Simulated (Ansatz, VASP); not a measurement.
## One calculation of SnSe, two programs

INCAR

```
PREC = Accurate ; ENCUT = 600
EDIFF = 1E-7 ; ISMEAR = 0
SIGMA = 0.1 ; LREAL = False
LASPH = True ; NELM = 80
ALGO = Normal ; ISIF = 3
LWAVE = False ; LCHARG = False
GGA = PE ; IBRION = 2
NSW = 100 ; EDIFFG = -0.05
```

File KPOINTS:

```
regular mesh
0
Gamma
  6 6 6
```

File POSCAR:

```
SnSe
1.0
    3.1821000000      0.0000000000      0.0000000000
    0.0000000000      3.1821000000      0.0000000000
    0.0000000000      0.0000000000      3.1821000000
Sn Se
1 1
Direct
    0.5000000000      0.5000000000      0.5000000000
    0.0000000000      0.0000000000      0.0000000000
```

Input for Ansatz:

```yaml
crystal:
  lattice:
    - [3.1821, 0.0, 0.0]
    - [0.0, 3.1821, 0.0]
    - [0.0, 0.0, 3.1821]
  atoms:
    - { symbol: Sn, position: [0.5, 0.5, 0.5] }
    - { symbol: Se, position: [0.0, 0.0, 0.0] }
basis:
  ecutwfc: 420
kpoints:
  mp_grid: { grid: [6, 6, 6] }
hamiltonian:
  xc: pbe
scf:
  occupations: { method: gaussian, width: 0.1 }
output:
  forces: true
  stress: true
  eigenvalues: true
relax:
  adjacent_minimum: "off"
  f_tol: 0.05
  max_steps: 80
  cell: { stress_tol: 0.5 }
```

Measurements of this composition are mostly on another form, of space group No. 62.

Alike in both runs: task relaxation of cell and atoms; functional PBE; k mesh 6 × 6 × 6; occupations gaussian, width 0.1 eV; no spin polarisation.

```csv
,VASP,Ansatz
version,VASP 6.6.1,Ansatz 0.2.0
potentials or method,"VASP PAW PBE potentials, release 64 (Sn_d, Se)","scalar-relativistic, plane waves, PAW"
plane-wave cutoff (eV),600,420
valence electrons in the cell,20,30
```

|  | VASP | Ansatz | Ansatz less VASP |
| --- | --- | --- | --- |
| gap on the k mesh at the Fermi level, each at its own relaxed structure (eV) | none | none | - |
| relaxed volume (Å³/atom) | 25.08 | 24.91 | -0.173 |
| relaxed cell length with the largest relative difference (Å) | 3.688 | 3.680 | -0.0085 |
| energy change over the relaxation (meV/atom) | -1083 | -1079 | +4.2 |

A gap of «none» marks a metal or a gap that the smearing closes. The two sets of potentials don't hold the same shells in valence.

Caveats: the volume moved by over 15 % at a fixed basis, so the end points are rough (VASP).
